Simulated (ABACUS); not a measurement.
# BN: equation of state with PBEsol

BN:

```
N B
1.0
     1.25112    0.72234    3.37293
    -1.25112    0.72234    3.37293
     0.00000   -1.44467    3.37293
N B
1 1
Direct
  0.66724 0.66724 0.66724
  0.00033 0.00033 0.00033
```

The cell is a database's computed one.

| Property | Result |
| --- | --- |
| Program | ABACUS 3.10.1 |
| Task | equation of state |
| Functional | PBEsol |
| Potentials or basis | PseudoDojo NC SR 0.4.1 PBEsol standard |
| Cutoff | 1143 eV |
| Density cutoff | 4572 eV |
| Basis | plane waves |
| k mesh | 12 × 12 × 12 |
| Occupations | fermi-dirac, width 0.05 eV |
| Spin | no spin polarisation |

```
Equilibrium volume                        : 9.19 Å³/atom
Bulk modulus at fixed shape and positions : 238 GPa
Pressure derivative of the bulk modulus   : 3.6
```

Energy against volume, from the lowest point:
| volume (Å³/atom) | energy (meV/atom) |
| --- | --- |
| 8.596 | 31.15 |
| 8.779 | 14.32 |
| 8.962 | 4.13 |
| 9.145 | 0.00 |
| 9.328 | 1.40 |
| 9.510 | 7.84 |
| 9.693 | 18.90 |

All runs of the series together: 3.3 min on 4 threads of Intel(R) Xeon(R) Platinum 8259CL CPU @ 2.50GHz (Skylake/Cascade Lake) (shared host).

Caveat: the cell was scaled at fixed shape and fractional positions, which overstates the stiffness of a crystal with free parameters, most of all of layers and chains.
